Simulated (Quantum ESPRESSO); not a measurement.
# Al (Fm-3m) in Quantum ESPRESSO: further runs, part 2 of 2

Quantum ESPRESSO 7.5.

**3. Relaxation of cell and atoms, PBE, target pressure 5 GPa, at which the enthalpy is minimised**

Input file pw.in:

```
&CONTROL
  calculation = 'vc-relax'
  prefix = 'pwscf'
  outdir = './tmp'
  pseudo_dir = './pseudo'
  tprnfor = .true.
  tstress = .true.
  disk_io = 'low'
  nstep = 40
  forc_conv_thr = 0.0004
  etot_conv_thr = 1d-05
/
&SYSTEM
  ibrav = 0
  nat = 1
  ntyp = 1
  ecutwfc = 63
  ecutrho = 506
  nbnd = 6
  occupations = 'smearing'
  smearing = 'fd'
  degauss = 0.00367493
/
&ELECTRONS
  conv_thr = 2d-10
  electron_maxstep = 120
  mixing_beta = 0.5
/
&IONS
  ion_dynamics = 'bfgs'
/
&CELL
  cell_dynamics = 'bfgs'
  press = 50
  press_conv_thr = 0.3
/
ATOMIC_SPECIES
Al    26.9815 Al.pbe-n-kjpaw_psl.1.0.0.UPF
CELL_PARAMETERS bohr
   0.0000000000    3.8263269058    3.8263269058
   3.8263269058    0.0000000000    3.8263269058
   3.8263269058    3.8263269058    0.0000000000
ATOMIC_POSITIONS bohr
Al     0.0000000000    0.0000000000    0.0000000000
K_POINTS automatic
11 11 11 0 0 0
```

Potentials or basis: SSSP 1.3 efficiency PBE.

Launch:

```bash
$ OMP_NUM_THREADS=1 pw.x -in pw.in > pw.out
```

pw.out:

```text
This program is part of the open-source Quantum ESPRESSO suite
     for quantum simulation of materials; please cite
         "P. Giannozzi et al., J. Phys.:Condens. Matter 21 395502 (2009);
         "P. Giannozzi et al., J. Phys.:Condens. Matter 29 465901 (2017);
         "P. Giannozzi et al., J. Chem. Phys. 152 154105 (2020);
     in publications or presentations arising from this work. More details at

     file Al.pbe-n-kjpaw_psl.1.0.0.UPF: wavefunction(s)  3S 3P renormalized
     Message from routine setup:
     using ibrav=0 with symmetry is DISCOURAGED, use correct ibrav instead

     G-vector sticks info
     --------------------
     sticks:   dense  smooth     PW     G-vecs:    dense   smooth      PW
     Sum        1027     511    163                21595     7631    1411

     Using Slab Decomposition

     bravais-lattice index     =            0
     lattice parameter (alat)  =       5.4112  a.u.
     unit-cell volume          =     112.0408 (a.u.)^3
     number of atoms/cell      =            1
     number of atomic types    =            1
     number of electrons       =         3.00
     number of Kohn-Sham states=            6
     kinetic-energy cutoff     =      63.0000  Ry
     charge density cutoff     =     506.0000  Ry
     scf convergence threshold =      2.0E-10
     mixing beta               =       0.5000
     number of iterations used =            8  plain     mixing
     energy convergence thresh.=      1.0E-05
     force convergence thresh. =      4.0E-04
     press convergence thresh. =      3.0E-01
     Exchange-correlation= SLA  PW   PBX  PBC
                           (   1   4   3   4   0   0   0)
     nstep                     =           40

     celldm(1)=   5.411243  celldm(2)=   0.000000  celldm(3)=   0.000000
     celldm(4)=   0.000000  celldm(5)=   0.000000  celldm(6)=   0.000000

     crystal axes: (cart. coord. in units of alat)
               a(1) = (   0.000000   0.707107   0.707107 )
               a(2) = (   0.707107   0.000000   0.707107 )
               a(3) = (   0.707107   0.707107   0.000000 )

     reciprocal axes: (cart. coord. in units 2 pi/alat)
               b(1) = ( -0.707107  0.707107  0.707107 )
               b(2) = (  0.707107 -0.707107  0.707107 )
               b(3) = (  0.707107  0.707107 -0.707107 )

     PseudoPot. # 1 for Al read from file:
     Al.pbe-n-kjpaw_psl.1.0.0.UPF
     Pseudo is Projector augmented-wave + core cor, Zval =  3.0
     Generated using "atomic" code by A. Dal Corso  v.5.1
     Shape of augmentation charge: PSQ
     Using radial grid of 1135 points,  6 beta functions with:
                l(1) =   0
                l(2) =   0
                l(3) =   1
                l(4) =   1
                l(5) =   2
                l(6) =   2
     Q(r) pseudized with 0 coefficients

[... 1403 lines left out ...]
     number of electrons       =         3.00
     number of Kohn-Sham states=            6
     kinetic-energy cutoff     =      63.0000  Ry
     charge density cutoff     =     506.0000  Ry
     scf convergence threshold =      2.0E-12
     mixing beta               =       0.5000
     number of iterations used =            8  plain     mixing
     press convergence thresh. =      3.0E-01
     Exchange-correlation= SLA  PW   PBX  PBC
                           (   1   4   3   4   0   0   0)

     celldm(1)=   5.411243  celldm(2)=   0.000000  celldm(3)=   0.000000
     celldm(4)=   0.000000  celldm(5)=   0.000000  celldm(6)=   0.000000

     crystal axes: (cart. coord. in units of alat)
               a(1) = (   0.000000   0.692719   0.692719 )
               a(2) = (   0.692719  -0.000000   0.692719 )
               a(3) = (   0.692719   0.692719  -0.000000 )

     reciprocal axes: (cart. coord. in units 2 pi/alat)
               b(1) = ( -0.721793  0.721793  0.721793 )
               b(2) = (  0.721793 -0.721793  0.721793 )
               b(3) = (  0.721793  0.721793 -0.721793 )

     PseudoPot. # 1 for Al read from file:
     Al.pbe-n-kjpaw_psl.1.0.0.UPF
     Pseudo is Projector augmented-wave + core cor, Zval =  3.0
     Generated using "atomic" code by A. Dal Corso  v.5.1
     Shape of augmentation charge: PSQ
     Using radial grid of 1135 points,  6 beta functions with:
                l(1) =   0
                l(2) =   0
                l(3) =   1
                l(4) =   1
                l(5) =   2
                l(6) =   2
     Q(r) pseudized with 0 coefficients

     atomic species   valence    mass     pseudopotential
     Al                3.00    26.98150     Al( 1.00)

     48 Sym. Ops., with inversion, found

   Cartesian axes

     site n.     atom                  positions (alat units)
         1        Al     tau(   1) = (   0.0000000   0.0000000   0.0000000  )

     number of k points=    56  Fermi-Dirac smearing, width (Ry)=  0.0037
                       cart. coord. in units 2pi/alat
        k(    1) = (   0.0000000   0.0000000   0.0000000), wk =   0.0015026
        k(    2) = (   0.0656176   0.0656176  -0.0656176), wk =   0.0120210
        k(    3) = (   0.1312352   0.1312352  -0.1312352), wk =   0.0120210
        k(    4) = (   0.1968527   0.1968527  -0.1968527), wk =   0.0120210
        k(    5) = (   0.2624703   0.2624703  -0.2624703), wk =   0.0120210
        k(    6) = (   0.3280879   0.3280879  -0.3280879), wk =   0.0120210
[... 48 lines left out ...]
        k(   55) = (  -0.0656176  -0.4593231   0.7217934), wk =   0.0360631
        k(   56) = (  -0.0000000  -0.3937055   0.6561758), wk =   0.0360631

     Dense  grid:    20179 G-vectors     FFT dimensions: (  40,  40,  40)

     Smooth grid:     7119 G-vectors     FFT dimensions: (  27,  27,  27)

     Initial potential from superposition of free atoms

     starting charge       2.9977, renormalised to       3.0000
     Starting wfcs are    4 randomized atomic wfcs +    2 random wfcs

     Self-consistent Calculation

     iteration #  1     ecut=    63.00 Ry     beta= 0.50
     Davidson diagonalization with overlap
     c_bands:  1 eigenvalues not converged
     c_bands:  1 eigenvalues not converged
     c_bands:  1 eigenvalues not converged
     c_bands:  3 eigenvalues not converged
     c_bands:  2 eigenvalues not converged
     c_bands:  1 eigenvalues not converged
[... 323 lines left out ...]
          total   stress  (Ry/bohr**3)                   (kbar)     P=       49.81
   0.00033860   0.00000000   0.00000000           49.81        0.00        0.00
   0.00000000   0.00033860   0.00000000            0.00       49.81        0.00
   0.00000000   0.00000000   0.00033860            0.00        0.00       49.81

=------------------------------------------------------------------------------=
   JOB DONE.
=------------------------------------------------------------------------------=
```

Wall time 30 s (1 thread of Arm Neoverse V2, shared host); peak memory 0.1 GiB.

What came out:

```yaml
Free_energy: -537.4595 eV
Relaxed_volume: 15.61 Å³/atom
Relaxed_cell: a = 2.805 Å, b = 2.805 Å, c = 2.805 Å, α = 60.00°, β = 60.00°, γ = 60.00°
Space_group_after_relaxing_to_0.05_Å: Fm-3m (No. 225)
Energy_change_on_relaxing_the_enthalpy_is_what_falls: +13.0 meV/atom
Ionic_steps: 4
Pressure_after_relaxing: 5.0 GPa
Band_gap_on_the_k_mesh: none (metal or under the smearing width)
```

Step by step:
```
step  energy change (eV)  largest force (eV/Å)  pressure (GPa)  volume (Å³)
   1              0.0000                0.0000           -0.49        16.60
   2              0.0018                0.0000            1.83        16.14
   3              0.0149                0.0000            5.36        15.55
   4              0.0130                0.0000            4.98        15.61
```

Final structure:
```xyz
1
Lattice="0.0000 1.9836 1.9836 1.9836 0.0000 1.9836 1.9836 1.9836 0.0000" Properties=species:S:1:pos:R:3 pbc="T T T"
Al    0.0000    0.0000    0.0000
```

**4. Relaxation of cell and atoms, PBE, target pressure 10 GPa, at which the enthalpy is minimised**

Edit pw.in of step 3 so:

```diff
@@ -33,3 +33,3 @@
   cell_dynamics = 'bfgs'
-  press = 50
+  press = 100
   press_conv_thr = 0.3
```

Potentials or basis: SSSP 1.3 efficiency PBE.

Launch:

```bash
$ OMP_NUM_THREADS=1 pw.x -in pw.in > pw.out
```

pw.out:

```text
This program is part of the open-source Quantum ESPRESSO suite
     for quantum simulation of materials; please cite
         "P. Giannozzi et al., J. Phys.:Condens. Matter 21 395502 (2009);
         "P. Giannozzi et al., J. Phys.:Condens. Matter 29 465901 (2017);
         "P. Giannozzi et al., J. Chem. Phys. 152 154105 (2020);
     in publications or presentations arising from this work. More details at

     file Al.pbe-n-kjpaw_psl.1.0.0.UPF: wavefunction(s)  3S 3P renormalized
     Message from routine setup:
     using ibrav=0 with symmetry is DISCOURAGED, use correct ibrav instead

     G-vector sticks info
     --------------------
     sticks:   dense  smooth     PW     G-vecs:    dense   smooth      PW
     Sum        1027     511    163                21595     7631    1411

     Using Slab Decomposition

     bravais-lattice index     =            0
     lattice parameter (alat)  =       5.4112  a.u.
     unit-cell volume          =     112.0408 (a.u.)^3
     number of atoms/cell      =            1
     number of atomic types    =            1
     number of electrons       =         3.00
     number of Kohn-Sham states=            6
[... 1798 lines left out ...]
        k(    4) = (   0.1998730   0.1998730  -0.1998730), wk =   0.0120210
        k(    5) = (   0.2664974   0.2664974  -0.2664974), wk =   0.0120210
        k(    6) = (   0.3331217   0.3331217  -0.3331217), wk =   0.0120210
[... 48 lines left out ...]
        k(   55) = (  -0.0666243  -0.4663704   0.7328678), wk =   0.0360631
        k(   56) = (  -0.0000000  -0.3997460   0.6662434), wk =   0.0360631

     Dense  grid:    19339 G-vectors     FFT dimensions: (  40,  40,  40)

     Smooth grid:     6855 G-vectors     FFT dimensions: (  27,  27,  27)

     Initial potential from superposition of free atoms

     starting charge       2.9977, renormalised to       3.0000
     Starting wfcs are    4 randomized atomic wfcs +    2 random wfcs

     Self-consistent Calculation

     iteration #  1     ecut=    63.00 Ry     beta= 0.50
     Davidson diagonalization with overlap
     c_bands:  1 eigenvalues not converged
     c_bands:  2 eigenvalues not converged
     c_bands:  1 eigenvalues not converged
     c_bands:  1 eigenvalues not converged
     c_bands:  1 eigenvalues not converged
     c_bands:  1 eigenvalues not converged
[... 306 lines left out ...]
          total   stress  (Ry/bohr**3)                   (kbar)     P=       99.97
   0.00067961   0.00000000   0.00000000           99.97        0.00        0.00
   0.00000000   0.00067961  -0.00000000            0.00       99.97       -0.00
   0.00000000  -0.00000000   0.00067961            0.00       -0.00       99.97

=------------------------------------------------------------------------------=
   JOB DONE.
=------------------------------------------------------------------------------=
```

It took 32 s on 1 thread of Arm Neoverse V2, shared host; peak memory 0.1 GiB.

Results:

- Free energy: -537.4273 eV
- Relaxed volume: 14.91 Å³/atom
- Relaxed cell: a = 2.763 Å, b = 2.763 Å, c = 2.763 Å, α = 60.00°, β = 60.00°, γ = 60.00°
- Space group after relaxing (to 0.05 Å): Fm-3m (No. 225)
- Energy change on relaxing (the enthalpy is what falls): +45.2 meV/atom
- Ionic steps: 5
- Pressure after relaxing: 10.0 GPa
- Band gap on the k mesh: none (metal or under the smearing width)

Step by step:
```tsv
step	energy change (eV)	largest force (eV/Å)	pressure (GPa)	volume (Å³)
1	0.0000	0.0000	-0.49	16.60
2	0.0095	0.0000	4.22	15.73
3	0.0541	0.0000	11.11	14.78
4	0.0446	0.0000	9.92	14.92
5	0.0452	0.0000	10.00	14.91
```

Final structure:
```xyz
1
Lattice="0.0000 1.9536 1.9536 1.9536 0.0000 1.9536 1.9536 1.9536 0.0000" Properties=species:S:1:pos:R:3 pbc="T T T"
Al    0.0000    0.0000    0.0000
```

Levels at points of the mesh, in eV from the Fermi level:
| k point | band 1 | band 2 | band 3 | band 4 | band 5 |
| --- | --- | --- | --- | --- | --- |
| (0.00, 0.00, 0.00) | -11.85 | 13.19 | 13.19 | 13.19 | 15.50 |

**5. Relaxation of cell and atoms, PBE, target pressure 20 GPa, at which the enthalpy is minimised**

Edit pw.in of step 4 so:

```diff
@@ -33,3 +33,3 @@
   cell_dynamics = 'bfgs'
-  press = 100
+  press = 200
   press_conv_thr = 0.3
```

Launch:

```bash
$ OMP_NUM_THREADS=1 pw.x -in pw.in > pw.out
```

Wall time 31 s (1 thread of Arm Neoverse V2, shared host); peak memory 0.1 GiB.

The run converged. Its results:

```yaml
Free_energy: -537.3320 eV
Relaxed_volume: 13.87 Å³/atom
Relaxed_cell: a = 2.697 Å, b = 2.697 Å, c = 2.697 Å, α = 60.00°, β = 60.00°, γ = 60.00°
Space_group_after_relaxing_to_0.05_Å: Fm-3m (No. 225)
Energy_change_on_relaxing_the_enthalpy_is_what_falls: +140.5 meV/atom
Ionic_steps: 5
Pressure_after_relaxing: 20.0 GPa
Band_gap_on_the_k_mesh: none (metal or under the smearing width)
```

Step by step:
| step | energy change (eV) | largest force (eV/Å) | pressure (GPa) | volume (Å³) |
| --- | --- | --- | --- | --- |
| 1 | 0.0000 | 0.0000 | -0.49 | 16.60 |
| 2 | 0.0442 | 0.0000 | 9.87 | 14.93 |
| 3 | 0.1786 | 0.0000 | 23.40 | 13.59 |
| 4 | 0.1367 | 0.0000 | 19.64 | 13.90 |
| 5 | 0.1405 | 0.0000 | 19.99 | 13.87 |

Final structure:
```
Al
1.0
     0.00000    1.90718    1.90718
     1.90718    0.00000    1.90718
     1.90718    1.90718    0.00000
Al
1
Direct
  0.00000 0.00000 0.00000
```

Levels at points of the mesh, in eV from the Fermi level:
```
           k point  band 1  band 2  band 3  band 4
(0.00, 0.00, 0.00)  -12.40   13.62   13.62   13.62
```

Caveat: the volume moved by over 15 % at a fixed basis, so the end points are rough.

**6. Relaxation of cell and atoms, PBE, target pressure 30 GPa, at which the enthalpy is minimised**

Edit pw.in of step 5 so:

```diff
@@ -33,3 +33,3 @@
   cell_dynamics = 'bfgs'
-  press = 200
+  press = 300
   press_conv_thr = 0.3
```

Potentials or basis: SSSP 1.3 efficiency PBE.

Launch:

```bash
$ OMP_NUM_THREADS=1 pw.x -in pw.in > pw.out
```

Wall time 31 s (1 thread of Arm Neoverse V2, shared host); peak memory 0.1 GiB.

The run converged. Its results:

```
Free energy                                            : -537.2147 eV
Relaxed volume                                         : 13.11 Å³/atom
Relaxed cell                                           : a = 2.647 Å, b = 2.647 Å, c = 2.647 Å, α = 60.00°, β = 60.00°, γ = 60.00°
Space group after relaxing (to 0.05 Å)                 : Fm-3m (No. 225)
Energy change on relaxing (the enthalpy is what falls) : +257.8 meV/atom
Ionic steps                                            : 5
Pressure after relaxing                                : 30.0 GPa
Band gap on the k mesh                                 : none (metal or under the smearing width)
```

Step by step:
| step | energy change (eV) | largest force (eV/Å) | pressure (GPa) | volume (Å³) |
| --- | --- | --- | --- | --- |
| 1 | 0.0000 | 0.0000 | -0.49 | 16.60 |
| 2 | 0.1083 | 0.0000 | 16.94 | 14.15 |
| 3 | 0.3328 | 0.0000 | 35.83 | 12.75 |
| 4 | 0.2510 | 0.0000 | 29.43 | 13.15 |
| 5 | 0.2578 | 0.0000 | 29.98 | 13.11 |

Final structure:
```cif
data_structure
_symmetry_space_group_name_H-M 'P 1'
_symmetry_Int_Tables_number 1
_cell_length_a 2.6470
_cell_length_b 2.6470
_cell_length_c 2.6470
_cell_angle_alpha 60.000
_cell_angle_beta 60.000
_cell_angle_gamma 60.000
_cell_volume 13.11
loop_
_atom_site_label
_atom_site_type_symbol
_atom_site_fract_x
_atom_site_fract_y
_atom_site_fract_z
_atom_site_occupancy
Al1 Al 0.00000 0.00000 0.00000 1
```

Levels at points of the mesh, in eV from the Fermi level:
```
           k point  band 1  band 2  band 3  band 4  band 5  band 6
(0.00, 0.00, 0.00)  -12.83   13.96   13.96   13.96   17.38   17.38
```

Caveat: the volume moved by over 15 % at a fixed basis, so the end points are rough.

**7. Overview**

```tsv
cell	gap on the mesh (eV)	pressure (GPa)
relaxed to 2 GPa	none	2.0
relaxed to 5 GPa	none	5.0
relaxed to 10 GPa	none	10.0
relaxed to 20 GPa	none	20.0
relaxed to 30 GPa	none	30.0
```

Alike in all rows: task relaxation of cell and atoms; level PBE; potentials or basis SSSP 1.3 efficiency PBE; no spin polarisation; k mesh 11 × 11 × 11; cutoff (eV) 857; smearing fermi-dirac 0.05 eV.

Caveats: the volume moved by over 15 % at a fixed basis, so the end points are rough (some runs).

Total energies depend on the potentials used, so only differences within one code and one set of settings carry meaning.
